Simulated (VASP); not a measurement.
A run of VASP 6.6.1 is set up as follows.

Contents of INCAR:

```
SYSTEM = MnS
PREC     = Accurate       ! precision mode
ENCUT    = 520            ! plane-wave cutoff, eV
EDIFF    = 1E-7           ! SCF threshold, eV
ISMEAR   = 0              ! smearing method
SIGMA    = 0.02           ! smearing width, eV
LREAL    = .False.        ! projectors in reciprocal space
LASPH    = .True.         ! aspherical terms in the spheres
NELM     = 100            ! most SCF steps
ALGO     = Normal         ! electronic algorithm
ISIF     = 3              ! what is computed and relaxed
LWAVE    = .False.        ! write WAVECAR
LCHARG   = .False.        ! write CHGCAR
ISPIN    = 2              ! spin polarisation
MAGMOM   = 5 -5 0 0       ! initial moments
LORBIT   = 11             ! projections on sites
LMAXMIX  = 4              ! l up to which the mixer works
LDAU     = .True.         ! DFT+U
LDAUTYPE = 2            
LDAUL    = 2 -1           ! shell
LDAUU    = 5.9 0          ! U, eV
LDAUJ    = 0 0          
LDAUPRINT= 1            
GGA      = PE             ! functional
IBRION   = 2              ! ionic algorithm
NSW      = 80             ! ionic steps
EDIFFG   = -0.002         ! ionic threshold
```

Contents of KPOINTS:

```
regular mesh
0
Gamma
  8 8 6
  0 0 0
```

POSCAR

```
MnS                                     
1.0
    0.0000000000      2.6574313361     -2.6574313361
    0.0000000000      2.6574313361      2.6574313361
    5.3163046666     -0.0000000000      0.0000000000
  Mn              S             
     2     2
Direct
     1.0000000000000000    1.0000000000000000    0.0000000000000000
     0.5000000000000000    0.5000000000000000    0.5000000000000000
     0.0000000000000000    0.0000000000000000    0.5000000000000000
     0.5000000000000000    0.5000000000000000    1.0000000000000000
```

Potentials or basis: VASP PAW PBE potentials, release 64 (Mn_pv, S).

The run is started by

```console
$ cat potpaw_PBE.64/Mn_pv/POTCAR potpaw_PBE.64/S/POTCAR > POTCAR
$ mpirun -np 1 vasp_std > vasp.out
```

Question: What does it give for the net moment?

Answer: 0.00 μB per cell.

Question: Predict the relaxed volume.

Answer: 18.78 Å³/atom.

Question: Estimate the site moments.

Answer: Mn +4.66, -4.66; S -0.01, +0.01 μB.

Final structure:
```cif
data_structure
_symmetry_space_group_name_H-M 'P 1'
_symmetry_Int_Tables_number 1
_cell_length_a 3.7587
_cell_length_b 3.7587
_cell_length_c 5.3175
_cell_angle_alpha 90.000
_cell_angle_beta 90.000
_cell_angle_gamma 90.000
_cell_volume 75.13
loop_
_atom_site_label
_atom_site_type_symbol
_atom_site_fract_x
_atom_site_fract_y
_atom_site_fract_z
_atom_site_occupancy
Mn1 Mn 0.00000 0.00000 0.00000 1
Mn2 Mn 0.50000 0.50000 0.50000 1
S1 S 0.00000 0.00000 0.50000 1
S2 S 0.50000 0.50000 0.00000 1
```

The state reached can hang on the start; a lower one may exist.
